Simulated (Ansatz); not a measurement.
System: LaAlO3 (R-3c, No. 167). Method: HSE06 (plane waves, PAW; Ansatz, a first-principles code).

Numerical settings: plane-wave cutoff 460 eV, 6×6×6 k mesh, Fermi–Dirac smearing 0.01 eV, scalar-relativistic PAW data made under PBE.

Computed at the level's own relaxed cell.

Q: Estimate the band gap, smallest direct gap on the k points sampled, lattice parameter a and c axis length that the calculation returns.

A: 
- band gap: 5.45 eV (on the SCF k mesh)
- smallest direct gap on the k points sampled: 5.50 eV
- lattice parameter a: 5.357 Å
- c axis length: 13.067 Å

Spin–orbit coupling is not included.

The computed numbers hold no vibrational or temperature effects.
